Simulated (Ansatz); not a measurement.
A nudged elastic band was laid between two geometries of a periodic cell of 17 atoms, Si (host Si, host structure diamond, interstitial Si).

Theory: DFT PBEsol, scalar-relativistic, plane waves, PAW in Ansatz 0.2.0. Settings: PAW set soft_1, cutoff 420 eV, k mesh 2x2x2, gaussian smearing 0.02 eV, no spin polarisation.

| Property | Result |
| --- | --- |
| movable images | 5 |
| climbing image | yes |
| spring | 5.0 eV/Å² |
| optimiser | quadratic models (default) |
| start path | straight line |
| force threshold | 0.05 eV/Å |
| iteration limit | 57 |
| end points | relaxed |

Image 0:

```xyz
17
Lattice="0.0000 5.4300 5.4300 5.4300 0.0000 5.4300 5.4300 5.4300 0.0000" Properties=species:S:1:pos:R:3
Si -0.018 -0.018 0.018
Si 1.360 1.360 1.390
Si 2.741 2.741 0.024
Si 4.076 4.079 1.354
Si 2.720 -0.003 2.710
Si 4.040 1.360 4.070
Si 5.406 2.741 2.690
Si 6.787 4.107 4.073
Si -0.003 2.719 2.711
Si 1.359 4.040 4.071
Si 2.738 5.408 2.692
Si 4.106 6.788 4.074
Si 2.719 2.719 5.433
Si 4.072 4.071 6.788
Si 5.424 5.425 5.436
Si 6.786 6.788 6.754
Si 6.791 6.794 9.500
```

Image 6:

Only the atoms that move by more than 0.05 Å are listed.
```
Si17 8.152 8.147 8.142
```

Q: Which bonds break or form, and what moves?

A: Contacts lost: Si1–Si17. Contacts made: Si14–Si17. The atom that moves furthest is Si17, by 2.35 Å; four of its nearest neighbours are Si1 2.39, Si11 2.39, Si3 2.39, Si7 2.39 Å at the first end and Si8 2.39, Si16 2.39, Si12 2.39, Si14 2.39 Å at the last.

Q: Give the energies along the band, and the barrier.

A: The run converged. The highest image is number 3 of 0 to 6, 0.295 eV above the ends, which have the same energy within 2 meV. By the program's own check the climbing image is of a kind that is not told: the force calls were inconclusive, a negative curvature could not be distinguished from the path's own, the only one lies far off the path, or fixed occupations may fill a level only in part (lowest curvatures found: -0.27 and 0.63 eV/Å²). Limits of this set-up: coarse k mesh, PAW files made for another functional, a small cell, in which the defect meets its images.

| image | path coordinate (Å) | energy (eV) | Si1–Si17 (Å) | Si14–Si17 (Å) |
| --- | --- | --- | --- | --- |
| 0 | 0.00 | 0.000 | 2.39 | 4.69 |
| 1 | 0.57 | 0.115 | 2.45 | 4.23 |
| 2 | 1.15 | 0.261 | 2.61 | 3.74 |
| 3 | 1.72 | 0.295 | 3.12 | 3.12 |
| 4 | 2.31 | 0.261 | 3.75 | 2.60 |
| 5 | 2.89 | 0.109 | 4.24 | 2.44 |
| 6 | 3.47 | 0.000 | 4.70 | 2.39 |

Q: What is the geometry of the highest image?

A: 
```xyz
17
Lattice="0.0000 5.4300 5.4300 5.4300 0.0000 5.4300 5.4300 5.4300 0.0000" Properties=species:S:1:pos:R:3
Si 0.239 0.239 -0.238
Si 1.433 1.432 1.378
Si 2.816 2.812 0.102
Si 4.294 4.295 1.136
Si 2.643 0.022 2.787
Si 4.052 1.432 3.999
Si 5.327 2.813 2.615
Si 6.691 4.175 4.168
Si 0.025 2.644 2.787
Si 1.433 4.053 3.998
Si 2.815 5.331 2.618
Si 4.179 6.692 4.170
Si 2.643 2.644 5.407
Si 3.837 3.836 7.024
Si 5.212 5.210 5.649
Si 6.690 6.693 6.684
Si 7.468 7.468 8.823
```

Time of the run: 6.8 min on 1 thread of Arm Neoverse V2, on a shared host, peak memory 0.81 GiB.
